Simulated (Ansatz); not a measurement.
CdS in the NiAs-type structure (r2SCAN geometry), in Ansatz:

```
CELL_PARAMETERS angstrom
3.84104 0.00000 0.00000
-1.92052 3.32644 0.00000
0.00000 0.00000 6.44527
ATOMIC_POSITIONS crystal
Cd 0.00000 0.00000 0.00000
Cd 0.00000 0.00000 0.50000
S 0.33333 0.66667 0.25000
S 0.66667 0.33333 0.75000
```

G0W0@PBE with 451 empty bands, a screening cutoff of 180 eV and a 6×6×2 mesh (PAW, contour deformation) gives 1.267 eV over the mesh points, from a PBE gap of 0.638 eV; it sums over 477 bands with 429 plane waves in the screening and a wave cutoff of 420 eV. The G0W0 figures hold for the stated bands, cutoff and mesh and aren't extrapolated. Simulation only: spin-unpolarised, and no claim that this is the phase found in nature.

Q: Estimate the gap with starting point HSE06.

A: 1.799 eV (+0.532 eV), from a Kohn-Sham gap of 1.647 eV.

Q: Estimate the gap with starting point PBE0.

A: 1.976 eV (+0.709 eV), from a Kohn-Sham gap of 2.294 eV.

Spin-orbit coupling is left out.

The program warns that the k mesh is coarse for exact exchange in some of these runs, so their gaps aren't converged.

With a shallow d shell on the cation, G0W0 converges slowly in bands and cutoff, so these values are in doubt.
